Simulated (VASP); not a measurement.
A run of VASP 6.6.1 is set up as follows.

File INCAR:

```
SYSTEM = MgO
  ALGO = Fast
  EDIFF = 1E-8
  ENCUT = 520
  GGA = CA
  IBRION = 8
  ISIF = 2
  ISMEAR = 0
  LASPH = .TRUE.
  LCHARG = .FALSE.
  LEPSILON = .TRUE.
  LREAL = .FALSE.
  LWAVE = .FALSE.
  NBANDS = 16
  NELM = 100
  NSW = 1
  PREC = Accurate
  SIGMA = 0.01
```

The input KPOINTS:

```
k-points
0
G
  9 9 6
  0 0 0
```

File POSCAR:

```
MgO
1.0
    3.3077869879     -0.0000000029      0.0000000000
   -1.6538934914      2.8646275633      0.0000000000
    0.0000000000      0.0000000000      4.9828816700
Mg O
2 2
Direct
    0.3333333333      0.6666666667      0.0027909705
    0.6666666667      0.3333333333      0.5027909705
    0.3333333333      0.6666666667      0.4018090295
    0.6666666667      0.3333333333      0.9018090295
```

Potentials or basis: VASP PAW LDA potentials, release 64 (Mg, O).

Command:

```console
$ cat potpaw_LDA.64/Mg/POTCAR potpaw_LDA.64/O/POTCAR > POTCAR
$ mpirun -np 1 vasp_std > vasp.out
```

Task: Predict the electronic dielectric tensor (diagonal).

Result: 2.96, 2.96, 3.06.

Task: Predict the Born charges (mean of the diagonal).

Result: Mg +1.83; O -1.83 e.

Task: Estimate the highest phonon frequency at Γ, LO-TO splitting left out.

Result: 521 cm⁻¹.

Electronic dielectric tensor:
```
2.96 0.00 0.00
0.00 2.96 0.00
0.00 0.00 3.06
```

Caveat: the atoms weren't relaxed first, which shifts response properties.
